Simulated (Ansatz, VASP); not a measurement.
KBr: VASP beside Ansatz

The input INCAR:

```
PREC     = Accurate       # precision mode
ENCUT    = 520            # plane-wave cutoff, eV
EDIFF    = 1E-7           # SCF threshold, eV
ISMEAR   = 0              # smearing method
SIGMA    = 0.05           # smearing width, eV
LREAL    = False          # projectors in reciprocal space
LASPH    = True           # aspherical terms in the spheres
NELM     = 60             # most SCF steps
ALGO     = Normal         # electronic algorithm
ISIF     = 2              # what is computed and relaxed
LWAVE    = False          # write WAVECAR
LCHARG   = False          # write CHGCAR
GGA      = PE             # functional
NBANDS   = 15             # bands
```

KPOINTS

```
regular mesh
0
Gamma
  8 8 8
```

Contents of POSCAR:

```
KBr
1.0
    0.0000000000      3.2925000000      3.2925000000
    3.2925000000      0.0000000000      3.2925000000
    3.2925000000      3.2925000000      0.0000000000
K Br
1 1
Direct
    0.0000000000      0.0000000000      0.0000000000
    0.5000000000      0.5000000000      0.5000000000
```

Input for Ansatz:

```yaml
crystal:
  lattice:
    - [0.0, 3.2925, 3.2925]
    - [3.2925, 0.0, 3.2925]
    - [3.2925, 3.2925, 0.0]
  atoms:
    - { symbol: K, position: [0.0, 0.0, 0.0] }
    - { symbol: Br, position: [0.5, 0.5, 0.5] }
basis:
  ecutwfc: 420
kpoints:
  mp_grid: { grid: [8, 8, 8] }
hamiltonian:
  xc: pbe
scf:
  occupations: { method: gaussian, width: 0.05 }
output:
  forces: true
  stress: true
  eigenvalues: true
```

Alike in both runs: task single point; functional PBE; k mesh 8 × 8 × 8; occupations gaussian, width 0.05 eV; no spin polarisation.

|  | VASP | Ansatz |
| --- | --- | --- |
| version | VASP 6.6.1 | Ansatz 0.2.0 |
| potentials or method | VASP PAW PBE potentials, release 64 (K_sv, Br) | scalar-relativistic, plane waves, PAW |
| plane-wave cutoff (eV) | 520 | 420 |
| valence electrons in the cell | 16 | 16 |

```csv
,VASP,Ansatz,Ansatz less VASP
gap on the k mesh at the Fermi level (eV),4.45,4.45,+0.002
least direct gap on the mesh (eV),4.45,4.45,+0.002
pressure (GPa),0.9,0.8,-0.04
```

A k mesh can miss the band edges. PBE gaps usually lie below the measured ones, often by a third to a half.
